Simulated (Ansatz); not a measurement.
# Ligand exchange: HCl + C4H10O → H2O + C4H9Cl

Species: HCl, singlet; C4H10O (tert-butanol) `CC(C)(C)O`, singlet; H2O (water) `O`, singlet; C4H9Cl (2-chloro-2-methylpropane) `CC(C)(C)Cl`, singlet. The partners trade Cl for OH: H–Cl and C–OH bonds give way to H–OH and C–Cl.

Shapes, held fixed at every level: PBE0-D4/def2-TZVP. Flexible molecules stand in one conformer, not always the lowest. Programs: Ansatz 0.2.0. Electronic energies: no zero-point or thermal term.

```
               level                    kind  ΔE (kJ/mol)  less CCSD(T)/CBS estimate  CPU time (sum over the molecules)
         HF/def2-SVP            Hartree–Fock         +1.3                      +27.2                                  –
   PBE-D4/def2-TZVPP                     GGA        -22.4                       +3.5                               26 s
r2SCAN-D4/def2-TZVPP                meta-GGA        -19.6                       +6.3                               46 s
  PBE0-D4/def2-TZVPP           global hybrid        -21.7                       +4.2                               35 s
  wB97M-V/def2-TZVPP  range-separated hybrid        -19.4                       +6.5                            1.9 min
    CCSD(T)/def2-SVP   coupled cluster or CI         -3.8                      +22.1                               70 s
     CCSD/def2-TZVPP   coupled cluster or CI        -17.1                       +8.8                                  –
CCSD(T)/CBS estimate   coupled cluster or CI        -25.9                        0.0                             12 min
```

The highest level, CCSD(T)/CBS estimate, gives ΔE = -25.9 kJ/mol; the levels span -25.9 to +1.3. They disagree on the sign: 1 of 8 are positive. The column of differences is taken from that level and isn't an error. No measured value is set beside it here. The CBS estimate extrapolates MP2 from def2-TZVPP and def2-QZVPP and adds CCSD(T) − MP2 in the triple-zeta set, cores frozen. CCSD(T)/CBS estimate lies outside the range of all other levels here, so it shouldn't be taken on trust. Times are processor times on shared x86 and Arm servers, and rough.
